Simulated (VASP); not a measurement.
Si:

```
CELL_PARAMETERS angstrom
2.63700 0.00000 0.00000
-1.31850 2.28371 0.00000
0.00000 0.00000 4.50899
ATOMIC_POSITIONS crystal
Si 0.33333 0.66667 0.25000
Si 0.66667 0.33333 0.75000
```

This isn't the form of Si at room conditions, which is diamond.

- Program: VASP 6.6.1
- Task: relaxation of cell and atoms
- Functional: PBEsol
- Potentials or basis: VASP PAW PBE potentials, release 64 (Si)
- Cutoff: 600 eV
- k mesh: 18 × 18 × 10
- Occupations: gaussian, width 0.1 eV
- Spin: no spin polarisation

At the start: pressure 3.1 GPa; volume 13.58 Å³/atom.

Problem. How do energy, volume and symmetry change on relaxing?

Solution. Over 3 steps the energy falls by 4.0 meV/atom and the volume is 14.00 Å³/atom (+3.1 %); space group P6_3/mmc (No. 194, to 0.05 Å).

Step by step:
```tsv
step	energy change (eV)	largest force (eV/Å)	pressure (GPa)	volume (Å³)
1	0.0000	0.0000	3.12	27.15
2	-0.0075	0.0000	-0.73	28.21
3	-0.0080	0.0000	-0.01	27.99
```

Final structure:
```xyz
2
Lattice="2.6644 0.0000 0.0000 -1.3322 2.3074 0.0000 0.0000 0.0000 4.5528" Properties=species:S:1:pos:R:3 pbc="T T T"
Si    0.0000    1.5383    1.1382
Si    1.3322    0.7691    3.4146
```

Caveat: the PAW data sets were made with another functional, which shifts forces and pressure a little.
